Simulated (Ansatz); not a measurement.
The system is MnO2.

```xyz
6
Lattice="2.8550 0.0000 0.0000 -1.4275 2.4725 0.0000 0.0000 0.0000 10.2217" Properties=species:S:1:pos:R:3 pbc="T T T"
Mn    0.0000    0.0000    5.1109
Mn    0.0000    0.0000    0.0000
O     1.4275    0.8242    4.1588
O     1.4275    0.8242    0.9521
O     0.0000    1.6483    6.0630
O     0.0000    1.6483    9.2697
```

Measurements of this composition are mostly on another form, of space group No. 136.

Base run:

```yaml
Program: Ansatz 0.2.0
Functional: PBE0
Potentials_or_basis: Ansatz PAW
Cutoff: "420 eV (not typed: the program's choice for these potentials)"
k_mesh: 8 × 8 × 2
Occupations: fermi-dirac, width 0.05 eV
Spin: collinear spin, ferromagnetic start
Starting_moments: "[4.0, 4.0, 0.0, 0.0, 0.0, 0.0] μB"
```

Its results: band gap on the k mesh 4.38 eV, indirect (least direct gap 4.43 eV); pressure -3.3 GPa; net moment 6.00 μB per cell; site moments Mn +2.69; O -0.03 μB; largest force 0.457 eV/Å.

The run is repeated on the same cell with these changes: functional from PBE0 to HSE06. What comes out?

Band gap on the k mesh 3.62 eV, indirect (least direct gap 3.67 eV); pressure -3.2 GPa; net moment 6.00 μB per cell; site moments Mn +2.69; O -0.03 μB; largest force 0.445 eV/Å.

Caveats: the magnetic or orbital state may not be the lowest; only a ferromagnetic start was run, and an antiferromagnetic order may lie lower in energy; the PAW data sets come from PBE, with cores solved anew for the run's functional, which leaves a small shift of forces and pressure; the thresholds are loose for stress.
